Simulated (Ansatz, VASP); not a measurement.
One calculation of Mg, two programs

```
Mg
1.0
    -1.90965    1.90965    1.90965
     1.90965   -1.90965    1.90965
     1.90965    1.90965   -1.90965
Mg
1
Direct
  0.00000 0.00000 0.00000
```

Change from the starting cell: volume scaled by 1.25.

Alike in both runs: task single point; functional PBE; dispersion D4; k mesh 11 × 11 × 11; occupations fermi-dirac, width 0.05 eV; non-collinear spin.

|  | VASP | Ansatz |
| --- | --- | --- |
| version | VASP 6.6.1 | Ansatz 0.2.0 |
| potentials or method | VASP PAW PBE potentials, release 64 (Mg) | PseudoDojo stringent (PBE files) |
| plane-wave cutoff (eV) | 520 | 1143 |
| valence electrons in the cell | 2 | 10 |

```csv
,VASP,Ansatz,Ansatz less VASP
gap on the k mesh at the Fermi level (eV),none,none,-
pressure (GPa),-5.5,-5.4,+0.13
net moment per atom (μB),0.00,0.00,-0.001
dispersion energy (meV/atom),-135.9,-136.0,-0.09
```

A gap of «none» marks a metal or a gap that the smearing closes. The two sets of potentials don't hold the same shells in valence.

Caveats: pairwise dispersion overbinds metals, which lowers pressure and volume; the starting moments weren't kept (Ansatz).
